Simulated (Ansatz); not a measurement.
# Ir: equation of state with PBE0

The system is Ir.

```
Ir
1.0
     0.00000    1.91560    1.91560
     1.91560    0.00000    1.91560
     1.91560    1.91560    0.00000
Ir
1
Direct
  0.00000 0.00000 0.00000
```

```
Program             : Ansatz 0.2.0
Task                : equation of state
Functional          : PBE0
Potentials or basis : Ansatz PAW
Cutoff              : 420 eV
Density cutoff      : 1680 eV
k mesh              : 8 × 8 × 8
Occupations         : fermi-dirac, width 0.05 eV
Spin                : no spin polarisation
```

```json
{"Equilibrium volume": "14.06 Å³/atom", "Bulk modulus": "392 GPa", "Pressure derivative of the bulk modulus": "3.9 (rough: it moves with the points fitted)"}
```

Energy against volume, from the lowest point:
```tsv
volume (Å³/atom)	energy (meV/atom)
13.215	69.47
13.496	30.01
13.778	8.13
14.059	0.00
14.340	6.94
14.621	26.17
14.902	56.29
```

All runs of the series together: 2.3 min on 2 threads of AMD EPYC 7R13 Processor (Zen 3), on a shared host.

Caveat: the PAW data sets were made with another functional, which shifts forces and pressure a little. Spin-orbit coupling is left out, which matters for the levels of Ir.
